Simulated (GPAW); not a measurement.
Here is a GPAW 26.7.0 calculation.

Contents of run.py:

```python
import numpy as np
from ase.dft.bandgap import bandgap
from ase.io import read, write
from ase.units import GPa
from gpaw import GPAW, PW, setup_paths
from gpaw.spinorbit import soc_eigenstates

setup_paths.insert(0, '.')

atoms = read('InP.cif')

calc = GPAW(mode=PW(600),
            xc='GGA_X_OPTX+GGA_C_LYP',
            kpts={'size': (6, 6, 6), 'gamma': True},
            occupations={'name': 'fermi-dirac', 'width': 0.05},
            nbands=18,
            convergence={'density': 1e-05, 'energy': 1e-05},
            eigensolver='davidson',
            maxiter=150,
            txt='gpaw.txt')
atoms.calc = calc
energy = atoms.get_potential_energy()
forces = atoms.get_forces()
stress = atoms.get_stress()
calc.write('gs.gpw')
write('result.traj', atoms)
print(f'Energy: {energy:.6f} eV')
print('Forces (eV/A):')
print(forces.round(4))
print('Stress (GPa):', (stress / GPa).round(3))
print('Fermi level:', round(calc.get_fermi_level(), 4), 'eV')
print(f'Gap: {bandgap(calc)[0]:.4f} eV, direct: {bandgap(calc, direct=True)[0]:.4f} eV')

path = atoms.cell.bandpath('GXWKGLUWLK,UX', npoints=100, eps=1e-4)
bs_calc = calc.fixed_density(kpts=path, symmetry='off', nbands=30,
                             convergence={'bands': 'CBM+6.0', 'eigenstates': 1e-6}, txt='bands.txt')
bs = bs_calc.band_structure()
bs.write('bs.json')
print(f'Gap on the path: {bandgap(bs_calc)[0]:.4f} eV')

soc = soc_eigenstates(bs_calc, theta=0, phi=0)
np.savetxt('soc_bands.dat', soc.eigenvalues(), fmt='%.4f')
mesh = soc_eigenstates('gs.gpw', theta=0, phi=0)
np.savetxt('soc_mesh.dat', mesh.eigenvalues(), fmt='%.4f')
print('Fermi level with spin-orbit coupling:', round(mesh.fermi_level, 4), 'eV')
```

Contents of InP.cif:

```cif
data_InP
_cell_length_a 4.14435284
_cell_length_b 4.14435284
_cell_length_c 4.14435284
_cell_angle_alpha 60.00000000
_cell_angle_beta 60.00000000
_cell_angle_gamma 60.00000000
_space_group_name_H-M_alt 'P1'
_space_group_name_Hall 'P 1'
_space_group_IT_number 1
loop_
_space_group_symop_operation_xyz
'x,y,z'
loop_
_atom_site_label
_atom_site_type_symbol
_atom_site_symmetry_multiplicity
_atom_site_Wyckoff_symbol
_atom_site_fract_x
_atom_site_fract_y
_atom_site_fract_z
_atom_site_occupancy
In1 In 1 a 0.0000000000 0.0000000000 0.0000000000 1
P1 P 1 a 0.7500000000 0.7500000000 0.7500000000 1
```

Potentials or basis: PAW data sets generated in the run's folder for this functional, pw.

Command:

```sh
$ gpaw-setup -f GGA_X_OPTX+GGA_C_LYP In P
$ OMP_NUM_THREADS=1 python run.py
```

Question: Estimate the band gap along the path.

Answer: 1.01 eV, direct.

Question: Estimate the band gap on the k mesh.

Answer: 1.01 eV, direct.

Levels at the corners of the path, in eV from the valence-band top:
| point | band 14 | band 15 | band 16 | band 17 | band 18 | band 19 | band 20 | band 21 | band 22 | band 23 |
| --- | --- | --- | --- | --- | --- | --- | --- | --- | --- | --- |
| Γ | -0.10 | 0.00 | 0.00 | 0.00 | 0.00 | 1.01 | 1.01 | 3.84 | 3.84 | 4.34 |
| X | -5.67 | -2.36 | -2.36 | -2.25 | -2.25 | 2.15 | 2.15 | 2.52 | 2.52 | 9.53 |
| W | -5.52 | -2.96 | -2.87 | -2.81 | -2.75 | 4.42 | 4.45 | 4.59 | 4.61 | 5.63 |
| K | -5.52 | -3.25 | -3.15 | -1.93 | -1.92 | 2.65 | 2.66 | 4.56 | 4.59 | 7.55 |
| Γ | -0.10 | 0.00 | 0.00 | 0.00 | 0.00 | 1.01 | 1.01 | 3.84 | 3.84 | 4.34 |
| L | -5.61 | -1.05 | -1.05 | -0.93 | -0.93 | 1.74 | 1.74 | 4.84 | 4.84 | 5.03 |
| U | -5.52 | -3.25 | -3.15 | -1.93 | -1.92 | 2.65 | 2.66 | 4.56 | 4.59 | 7.55 |
| W | -5.52 | -2.96 | -2.87 | -2.81 | -2.75 | 4.42 | 4.45 | 4.59 | 4.61 | 5.63 |
| L | -5.61 | -1.05 | -1.05 | -0.93 | -0.93 | 1.74 | 1.74 | 4.84 | 4.84 | 5.03 |
| K | -5.52 | -3.25 | -3.15 | -1.93 | -1.92 | 2.65 | 2.66 | 4.56 | 4.59 | 7.55 |
| U | -5.52 | -3.25 | -3.15 | -1.93 | -1.92 | 2.65 | 2.66 | 4.56 | 4.59 | 7.55 |
| X | -5.67 | -2.36 | -2.36 | -2.25 | -2.25 | 2.15 | 2.15 | 2.52 | 2.52 | 9.53 |

Caveat: spin-orbit coupling was added after a scalar SCF, so levels and gaps hold it while energy, forces, pressure and moments don't; this program's spin-orbit splittings come out too wide for heavy elements.

**The experiment to reproduce.**

A printed reference work, data compilation reports, for a bulk crystal of InP at 1.6 K: band gap 1.4236 eV (direct).

Measured gap of InP: 1.4236 eV (direct; 1.6 K; a printed reference work, data compilation). This calculation gives 1.01 eV (-0.42 eV). The value is that of OLYP, without temperature or zero-point motion.
